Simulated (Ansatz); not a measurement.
# AlSb: the cost of one run

Program: Ansatz 0.2.0. Level of theory: DFT, r2SCAN, PAW with Ansatz's default frozen-core files, scalar-relativistic. These are calculated values, not measurements.

**1. The system as given**

Symmetry: F-43m, No. 216, cubic system. Conventional cell: a = 6.126 Å, b = 6.126 Å, c = 6.126 Å, α = 90.00°, β = 90.00°, γ = 90.00°. Al (site symmetry -43m) is surrounded by 4 Sb at 2.65 Å. Around Sb (site symmetry -43m) lie 4 Al at 2.65 Å.

As a file:

```
CELL_PARAMETERS angstrom
0.00000 3.06300 3.06300
3.06300 0.00000 3.06300
3.06300 3.06300 0.00000
ATOMIC_POSITIONS crystal
Al 0.75000 0.75000 0.75000
Sb 0.00000 0.00000 0.00000
```

The cell comes from a crystallographic database entry that wasn't checked; take it as a given geometry, which may be far from equilibrium.

Atoms are numbered in the order of the input: Al1, Sb2.

**2. With k mesh [3, 3, 3], PAW files**

Input file input.yaml:

```yaml
crystal:
  lattice:
    - [0.0, 3.063, 3.063]
    - [3.063, 0.0, 3.063]
    - [3.063, 3.063, 0.0]
  atoms:
    - { symbol: Al, position: [0.75, 0.75, 0.75] }
    - { symbol: Sb, position: [0.0, 0.0, 0.0] }
kpoints:
  mp_grid: { grid: [3, 3, 3] }
scf:
  occupations: { method: fermi_dirac, width: 0.05 }
hamiltonian:
  xc: r2scan
  pseudopotentials: { kind: paw }
output:
  forces: true
  stress: true
  eigenvalues: true
  efg: { contact_densities: true }
```

The run is started by

```
$ ansatz run input.yaml --threads 1 --pin off --max-ram 2048MiB --backend cpu --events-out ev --progress --plain --runs-dir out
```

Q: Estimate wall time and peak memory on 1 thread of Arm Neoverse V2, shared host.

About 3.4 s, with a peak of 0.44 GiB.
